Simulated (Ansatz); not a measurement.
From formation energies to a reaction energy: CdTe5

Computed with DFT PBE, scalar-relativistic, plane waves, PAW (Ansatz). Settings: cutoff 420 eV, Γ-centred meshes spaced at most about 0.3 Å⁻¹, and about 0.25 Å⁻¹ or finer for metals (2π included), Gaussian smearing. No spin polarisation.

The zero of energy is the elements' standard structures at the same level; no fitted shifts are applied.

All energies are static (0 K, no zero-point motion). These runs have no spin–orbit coupling, which can matter for Te. The reference form of Te is held partly by dispersion forces, which this level lacks.

A trial structure of CdTe5 (reached from: GdRh5 type (P6/mmm); relaxed: space group P6/mmm (No. 191), a = 6.975 Å, c = 4.911 Å) has a formation energy of 0.326 eV/atom. At its composition the lowest mixture among the elements and 1 reference phase computed alike (others may be missing) consists of these:

| phase | source | ΔE_f (eV/atom) |
| --- | --- | --- |
| Te (solid) | element | 0.000 |
| CdTe (F-43m) | COD | -0.464 |

Task: Write the balanced decomposition and find its energy per atom, per formula unit and per mole of formula units.

Result: Balancing Cd and Te gives CdTe5 → 4 Te + CdTe. The left side holds 6 atoms, and the products take 4/6 (Te) and 2/6 (CdTe) of them. The mixture therefore lies at 4/6 × (0.000) + 2/6 × (-0.464) = -0.155 eV/atom. The reaction energy is -0.155 − (0.326) = -0.481 eV/atom. Times 6 atoms that is -2.886 eV per CdTe5, and times 96.485 it is -278 kJ per mole of CdTe5. Decomposition is downhill, so the trial structure is unstable against this mixture.
